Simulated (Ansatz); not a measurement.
## AlRu (Pm-3m), trigonal deformation path

These are results of DFT PBE, scalar-relativistic, plane waves, PAW (Ansatz), not measurements. Cutoff 420 eV, Γ-centred 18×18×18 k-points, Gaussian smearing of 0.15 eV. No spin polarisation. Energies are free energies at this smearing, counted from the undisturbed cell; pressure is positive in compression.

Reference structure (as given, not relaxed at this level; it stands at 2.6 GPa, and it needn't be the usual structure):

```
CELL_PARAMETERS angstrom
2.99160 0.00000 0.00000
0.00000 2.99160 0.00000
0.00000 0.00000 2.99160
ATOMIC_POSITIONS crystal
Al 0.00000 0.00000 0.00000
Ru 0.50000 0.50000 0.50000
```

At fixed volume and fractional coordinates, lengths along (0.577, 0.577, 0.577) are scaled against those across it; ρ is that ratio over its starting value. The cell is metallic on the mesh throughout. At ρ = 2.000 the cell becomes cubic (Fm-3m), and there the slope of the energy vanishes by symmetry.

```csv
ρ,ΔE (meV/atom),pressure (GPa)
0.500,7960.4,176.9
0.600,?,?
0.710,1288.5,33.4
0.850,241.5,8.8
0.930,?,?
1.000,0.0,2.6
1.080,38.1,3.7
1.200,180.5,8.0
1.410,?,?
1.700,811.8,25.5
2.000,948.1,28.1
```

(1) Give the withheld values.

Answers

(1) ΔE (meV/atom) at ρ = 0.600: 3418.4; pressure (GPa) at ρ = 0.600: 80.7; ΔE (meV/atom) at ρ = 0.930: 42.4; pressure (GPa) at ρ = 0.930: 3.7; ΔE (meV/atom) at ρ = 1.410: 469.8; pressure (GPa) at ρ = 1.410: 16.9.